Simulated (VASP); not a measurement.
# InAs (rocksalt): a r²SCAN single-point calculation in VASP

INCAR

```
ALGO = Normal
LCHARG = .TRUE.
NELM = 120
ISMEAR = -1
LWAVE = .FALSE.
ENCUT = 520
IBRION = -1
NSW = 0
LELF = .TRUE.
SIGMA = 0.02
NBANDS = 16
LASPH = .TRUE.
ISIF = 2
LREAL = .FALSE.
EDIFF = 1E-7
METAGGA = R2SCAN
PREC = Accurate
```

KPOINTS

```
KPOINTS created by Atomic Simulation Environment
0
Gamma
8 8 8
0 0 0
```

KPOINTS_OPT

```
special points
7
Reciprocal
0.0000000000 0.0000000000 0.0000000000 1
0.5000000000 0.0000000000 0.5000000000 1
0.5000000000 0.2500000000 0.7500000000 1
0.3750000000 0.3750000000 0.7500000000 1
0.5000000000 0.5000000000 0.5000000000 1
0.6250000000 0.2500000000 0.6250000000 1
0.1875000000 0.1875000000 0.3750000000 1
```

POSCAR

```
In As
 1.0000000000000000
    -0.0000000000000000    2.8414336897063346    2.8414336897063346
     2.8414336897063346   -0.0000000000000000    2.8414336897063346
     2.8414336897063346    2.8414336897063346   -0.0000000000000000
 In  As
   1   1
Cartesian
 -0.0000000000000000 -0.0000000000000000 -0.0000000000000000
  2.8414336897063341  2.8414336897063341  2.8414336897063341
```

VASP ran with the recommended PBE PAW datasets (18 valence electrons in the cell).

Command

```
mpirun -np 1 vasp_std
```

From OUTCAR

```
k-points           NKPTS =     29   k-points in BZ     NKDIM =     29   number of bands    NBANDS=     16

   NELECT =      18.0000    total number of electrons

   dimension x,y,z NGX =    30 NGY =   30 NGZ =   30
   dimension x,y,z NGXF=    60 NGYF=   60 NGZF=   60

  energy-cutoff  :      520.00
  volume of cell :       45.88
      direct lattice vectors                 reciprocal lattice vectors
     0.000000000  2.841433690  2.841433690    -0.175967506  0.175967506  0.175967506
     2.841433690  0.000000000  2.841433690     0.175967506 -0.175967506  0.175967506
     2.841433690  2.841433690  0.000000000     0.175967506  0.175967506 -0.175967506

 k-points in reciprocal lattice and weights: KPOINTS created by Atomic Simulation Env
   0.00000000  0.00000000  0.00000000       0.002
   0.12500000  0.00000000  0.00000000       0.016
   0.25000000  0.00000000  0.00000000       0.016
   0.37500000  0.00000000  0.00000000       0.016
   0.50000000  0.00000000  0.00000000       0.008
   0.12500000  0.12500000  0.00000000       0.012
   0.25000000  0.12500000  0.00000000       0.047
   0.37500000  0.12500000  0.00000000       0.047
   ...

 E-fermi :   6.2524

 k-point     1 :       0.0000    0.0000    0.0000
  band No.  band energies     occupation
      1      -8.7790      2.00000
      2      -8.7790      2.00000
      3      -8.7439      2.00000
      4      -8.7439      2.00000
      5      -8.7439      2.00000
      6      -6.6438      2.00000
      7       5.9190      2.00000
      8       5.9190      2.00000
      9       5.9190      2.00000
     10       6.2445      1.19622
     11      13.8460      0.00000
     12      13.8460      0.00000
     13      13.8460      0.00000
     14      14.4267      0.00000
     15      14.4267      0.00000
     16      14.4267      0.00000

 k-point     2 :       0.1250    0.0000    0.0000
  band No.  band energies     occupation
      1      -8.7865      2.00000
      2      -8.7865      2.00000
      3      -8.7443      2.00000
      4      -8.7364      2.00000
      5      -8.7364      2.00000
      6      -6.4594      2.00000
      7       3.9218      2.00000
      8       5.9518      2.00000
      9       5.9518      2.00000
     10       7.9374      0.00000
     11      12.7047      0.00000
     12      12.9996      0.00000
     13      12.9996      0.00000
     14      14.4169      0.00000
     15      14.4261      0.00000
     16      14.4261      0.00000

 k-point     3 :       0.2500    0.0000    0.0000
  band No.  band energies     occupation
      1      -8.8078      2.00000
      2      -8.8078      2.00000
      3      -8.7465      2.00000
      4      -8.7149      2.00000
      5      -8.7149      2.00000
      6      -5.9342      2.00000
      7       1.8174      2.00000
      8       6.0646      1.99983
      9       6.0646      1.99983
     10       8.8936      0.00000
     11      11.3938      0.00000
     12      11.3938      0.00000
     13      11.8236      0.00000
     14      14.6699      0.00000
     15      15.5170      0.00000
     16      15.5170      0.00000

 k-point     4 :       0.3750    0.0000    0.0000
  band No.  band energies     occupation
      1      -8.8301      2.00000
      2      -8.8301      2.00000
      3      -8.7500      2.00000
      4      -8.6921      2.00000
      5      -8.6921      2.00000
      6      -5.2109      2.00000
      7       0.0807      2.00000
      8       6.2449      1.18498
      9       6.2449      1.18494
     10       8.9113      0.00000
     11      10.2099      0.00000
     12      10.2099      0.00000
     13      11.4154      0.00000
     14      16.2221      0.00000
     15      17.2196      0.00000
     16      17.2196      0.00000

 k-point     5 :       0.5000    0.0000    0.0000
  band No.  band energies     occupation
      1      -8.8394      2.00000
      2      -8.8394      2.00000
      3      -8.7517      2.00000
      4      -8.6825      2.00000
      5      -8.6825      2.00000
      6      -4.7857      2.00000
      7      -0.6925      2.00000
      8       6.3512      0.01423
      9       6.3512      0.01423
     10       8.8129      0.00000
     11       9.7560      0.00000
     12       9.7560      0.00000
     13      11.2799      0.00000
     14      17.8779      0.00000
     15      18.7420      0.00000
     16      18.7420      0.00000

 k-point     6 :       0.1250    0.1250    0.0000
  band No.  band energies     occupation
      1      -8.8076      2.00000
      2      -8.7735      2.00000
      3      -8.7499      2.00000
      4      -8.7322      2.00000
      5      -8.7322      2.00000
      6      -6.3901      2.00000
      7       4.0366      2.00000
      8       5.5204      2.00000
      9       5.5204      2.00000
     10       8.5937      0.00000
     11      11.4852      0.00000
     12      12.6802      0.00000
     13      13.6860      0.00000
     14      13.6860      0.00000
     15      15.8007      0.00000
     16      15.8007      0.00000

 k-point     7 :       0.2500    0.1250    0.0000
  band No.  band energies     occupation
      1      -8.8427      2.00000
      2      -8.7807      2.00000
      3      -8.7519      2.00000
      4      -8.7193      2.00000
      5      -8.7123      2.00000
      6      -5.9590      2.00000
      7       2.4908      2.00000
      8       5.2826      2.00000
      9       5.5720      2.00000
     10       8.9337      0.00000
     11      10.6411      0.00000
     12      12.2831      0.00000
     13      13.0619      0.00000
     14      13.9007      0.00000
     15      16.2798      0.00000
     16      16.4955      0.00000

 k-point     8 :       0.3750    0.1250    0.0000
  band No.  band energies     occupation
      1      -8.8706      2.00000
      2      -8.8032      2.00000
      3      -8.7485      2.00000
      4      -8.7058      2.00000
      5      -8.6890      2.00000
      6      -5.2672      2.00000
      7       0.7297      2.00000
      8       5.3378      2.00000
      9       5.5193      2.00000
     10       8.3143      0.00000
     11      10.4782      0.00000
     12      11.8109      0.00000
     13      12.8400      0.00000
     14      14.2528      0.00000
     15      17.5308      0.00000
     16      17.9838      0.00000

 k-point     9 :       0.5000    0.1250    0.0000
  band No.  band energies     occupation
      1      -8.8774      2.00000
      2      -8.8243      2.00000
      3      -8.7450      2.00000
      4      -8.6950      2.00000
      5      -8.6796      2.00000
      6      -4.6641      2.00000
      7      -0.4087      2.00000
      8       5.1047      2.00000
      9       5.6900      2.00000
     10       8.2841      0.00000
     11      10.2665      0.00000
     12      10.7758      0.00000
     13      13.0514      0.00000
     14      15.8600      0.00000
     15      18.8749      0.00000
     16      18.9934      0.00000

 k-point    10 :      -0.3750    0.1250    0.0000
  band No.  band energies     occupation
      1      -8.8599      2.00000
      2      -8.8320      2.00000
      3      -8.7432      2.00000
      4      -8.6937      2.00000
      5      -8.6892      2.00000
      6      -4.8229      2.00000
      7      -0.1572      2.00000
      8       4.7057      2.00000
      9       6.2043      1.83454
     10       8.8545      0.00000
     11      10.1696      0.00000
     12      10.2166      0.00000
     13      13.1588      0.00000
     14      16.2800      0.00000
     15      16.9243      0.00000
     16      18.9747      0.00000

 k-point    11 :      -0.2500    0.1250    0.0000
  band No.  band energies     occupation
      1      -8.8265      2.00000
      2      -8.8234      2.00000
      3      -8.7433      2.00000
      4      -8.7106      2.00000
      5      -8.7039      2.00000
      6      -5.5295      2.00000
      7       1.2234      2.00000
      8       4.6245      2.00000
      9       6.5265      0.00000
     10       9.8215      0.00000
     11      10.0848      0.00000
     12      10.4196      0.00000
     13      12.8513      0.00000
     14      15.2446      0.00000
     15      15.4838      0.00000
     16      18.1260      0.00000

 k-point    12 :      -0.1250    0.1250    0.0000
  band No.  band energies     occupation
      1      -8.8051      2.00000
      2      -8.7954      2.00000
      3      -8.7451      2.00000
      4      -8.7296      2.00000
      5      -8.7207      2.00000
      6      -6.1524      2.00000
      7       2.8332      2.00000
      8       5.0729      2.00000
      9       6.3813      0.00317
     10       9.0960      0.00000
     11      11.4349      0.00000
     12      11.5148      0.00000
     13      12.5864      0.00000
     14      14.3227      0.00000
     15      15.4121      0.00000
     16      16.1493      0.00000

 ...

  Total        0.0250217      0.0250217      0.0250217     -0.0000000     -0.0000000     -0.0000000
  in kB        0.8737445      0.8737445      0.8737445     -0.0000000     -0.0000000     -0.0000000
  external PRESSURE =       0.8737445 kB  Pullay stress =       0.0000000 kB

 POSITION                                       TOTAL-FORCE (eV/Angst)
 -----------------------------------------------------------------------------------
      0.00000      0.00000      0.00000        -0.000000     -0.000000     -0.000000
      2.84143      2.84143      2.84143         0.000000      0.000000      0.000000
 -----------------------------------------------------------------------------------
    total drift:                               -0.000000      0.000000      0.000000

  FREE ENERGIE OF THE ION-ELECTRON SYSTEM (eV)
  ---------------------------------------------------
  free  energy   TOTEN  =       -37.5681213292 eV

  energy  without entropy=      -37.5652180116  energy(sigma->0) =      -37.56666967
```

```json
{"gap between bands v and c": "-2.82 eV (bands overlap: a metal)", "least direct gap": "0.00 eV", "pressure": "0.1 GPa"}
```

Band v is the last that the valence electrons fill when counted band by band, and c is the next.

The run took about 50 s on one core of a shared host (Intel Xeon 6975P-C) and held 0.18 GiB at most.
